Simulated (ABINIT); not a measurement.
Here is an ABINIT 10.8.3 (patched build) calculation.

Contents of run.abi:

```
ndtset 2

pp_dirpath "./"
pseudos "Pd.GGA_PBE-JTH.xml"

acell 2.7527666992 2.7527666992 2.7527666992 Angstrom
rprim
     0.0000000000     0.7071067812     0.7071067812
     0.7071067812     0.0000000000     0.7071067812
     0.7071067812     0.7071067812     0.0000000000
ntypat 1
znucl 46
natom 1
typat 1
xred
     0.0000000000     0.0000000000     0.0000000000

ecut 707.496042 eV
pawecutdg 48.0
pawxcdev 0

ixc -120135

occopt 3
tsmear 0.05 eV

nstep 100

iomode 3
prtwf 0
prteig 0
prtebands 0
enunit 1
prtden1 1
prtvha1 1
prtvclmb1 1
prtpot1 1

kptopt1 1
ngkpt1 12 12 12
nshiftk1 1
shiftk1 0.0 0.0 0.0
nband1 13
tolvrs1 1.0e-9

iscf2 -2
getden2 1
nband2 19
nbdbuf2 4
tolwfr2 1.0e-11
kptopt2 -9
ndivsm2 6
prteig2 1
kptbounds2
     0.0000000000     0.0000000000     0.0000000000
     0.5000000000     0.0000000000     0.5000000000
     0.5000000000     0.2500000000     0.7500000000
     0.3750000000     0.3750000000     0.7500000000
     0.0000000000     0.0000000000     0.0000000000
     0.5000000000     0.5000000000     0.5000000000
     0.6250000000     0.2500000000     0.6250000000
     0.5000000000     0.2500000000     0.7500000000
     0.5000000000     0.5000000000     0.5000000000
     0.3750000000     0.3750000000     0.7500000000
```

Potentials or basis: JTH PAW PBE v2.0.

Command:

```sh
$ abinit run.abi > log 2>&1
```

(1) Predict the pressure.

(2) Estimate the band gap on the k mesh.

Answers

(1) -4.2 GPa.

(2) none (metal or under the smearing width).

Caveat: the PAW data sets were made with another functional, which shifts forces and pressure a little.
